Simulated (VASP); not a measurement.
# Si: single point with PBE

Si:

```
Si
1.0
     0.00000    5.43000    5.43000
     5.43000    0.00000    5.43000
     5.43000    5.43000    0.00000
Si
16
Cartesian
  -0.5609 0.5984 -0.4530
  1.5463 2.1585 0.9008
  4.3964 3.2273 0.3819
  5.3705 4.4215 1.9411
  3.5418 1.8944 2.2288
  3.4998 2.3485 4.5041
  6.2770 1.3939 2.8531
  7.3083 4.6846 2.9999
  -0.4499 1.7141 2.5352
  0.0722 3.7838 3.7470
  2.9283 4.4497 3.0513
  5.1219 6.0041 4.7770
  1.8321 5.2649 5.6280
  3.1862 3.3349 6.6040
  5.4623 3.8422 5.3257
  4.7679 5.1791 7.2750
```

The cell was built by a generator and needn't be a form met in nature.

| Quantity | Value |
| --- | --- |
| Program | VASP 6.6.1 |
| Task | single point |
| Functional | PBE |
| Potentials or basis | VASP PAW PBE potentials, release 64 (Si) |
| Cutoff | 520 eV |
| k mesh | 2 × 2 × 2 |
| Occupations | fermi-dirac, width 0.3 eV |
| Spin | no spin polarisation |

```yaml
Pressure: -2.1 GPa
Largest_force: 1.919 eV/Å
Band_gap_on_the_k_mesh: none (metal or under the smearing width)
```

Forces in eV/Å, atoms in the order of the input:
```
Si   1.360 -1.330  0.259
Si  -0.690 -0.032  0.433
Si  -0.457 -0.997 -1.358
Si  -1.074  1.089  0.415
Si   0.116 -0.725 -0.558
Si  -0.253  1.230  0.194
Si  -0.024  0.119  0.351
Si   0.996  0.204  0.637
Si   0.217 -0.215 -0.716
Si   0.432  0.432 -0.030
Si  -0.204  0.480  0.701
Si  -0.553  1.439 -0.706
Si   0.052 -0.086 -0.548
Si   0.147 -0.071  1.131
Si   0.154 -1.604 -0.237
Si  -0.218  0.066  0.034
```

Stress tensor (GPa, compression positive):
```
-3.94 -0.22  1.68
-0.22 -2.00  0.51
 1.68  0.51 -0.50
```

Levels at points of the mesh, in eV from the Fermi level:
```csv
k point,band 28,band 29,band 30,band 31,band 32,band 33,band 34,band 35,band 36,band 37
"(0.00, 0.00, 0.00)",-0.96,-0.47,-0.36,-0.03,0.12,0.31,0.51,0.68,0.81,0.98
"(0.50, 0.00, 0.00)",-1.36,-1.19,-0.73,-0.60,-0.20,0.18,0.61,0.70,1.06,1.53
"(0.00, 0.50, 0.00)",-1.23,-0.95,-0.70,-0.44,-0.21,-0.03,0.44,0.92,1.22,1.38
"(0.00, 0.00, 0.50)",-1.39,-0.91,-0.70,-0.51,-0.12,0.25,0.41,0.76,1.00,1.30
"(0.50, 0.50, 0.50)",-1.23,-1.04,-0.87,-0.48,-0.42,0.01,0.17,0.73,1.09,1.27
"(0.50, 0.50, 0.00)",-1.19,-0.94,-0.63,-0.42,0.05,0.15,0.43,0.73,1.12,1.42
"(0.00, 0.50, 0.50)",-1.22,-0.87,-0.65,-0.47,-0.36,0.09,0.26,0.32,0.82,1.19
"(0.50, 0.00, 0.50)",-1.20,-1.10,-0.84,-0.32,-0.20,0.05,0.45,0.79,0.94,1.47
```

Wall time 2.4 min on 1 thread of Intel(R) Xeon(R) 6975P-C (Granite Rapids), with other jobs on the host, peak memory 0.46 GiB.

Caveat: the k mesh is coarse (spacing up to 0.50 Å⁻¹), so the values aren't converged; forces of over 1 eV/Å show positions far from the minimum, so gaps and moduli don't describe the material at rest.
